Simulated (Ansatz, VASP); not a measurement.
**Nb: VASP beside Ansatz**

```
CELL_PARAMETERS angstrom
-1.65481 1.66189 1.66310
1.61189 -1.66978 1.62806
1.70285 1.71781 -1.67098
ATOMIC_POSITIONS crystal
Nb 0.99711 0.99235 0.00528
```

Change from the starting cell: cell strained at random at fixed volume.

Alike in both runs: task single point; functional PBE; k mesh 11 × 11 × 11; occupations fermi-dirac, width 0.05 eV; no spin polarisation.

|  | VASP | Ansatz |
| --- | --- | --- |
| version | VASP 6.6.1 | Ansatz 0.2.0 |
| potentials or method | VASP PAW PBE potentials, release 64 (Nb_sv), cutoff 520 eV | all-electron LAPW, scalar-relativistic |

|  | VASP | Ansatz | Ansatz less VASP |
| --- | --- | --- | --- |
| gap on the k mesh at the Fermi level (eV) | none | none | - |
| pressure (GPa) | -2.4 | -2.1 | +0.32 |
| largest component of the traceless stress (GPa) | 1.44 | 1.45 | +0.005 |

A gap of «none» marks a metal or a gap that the smearing closes. Ansatz ran all-electron here, so the differences hold the error of VASP's frozen core and of both bases.
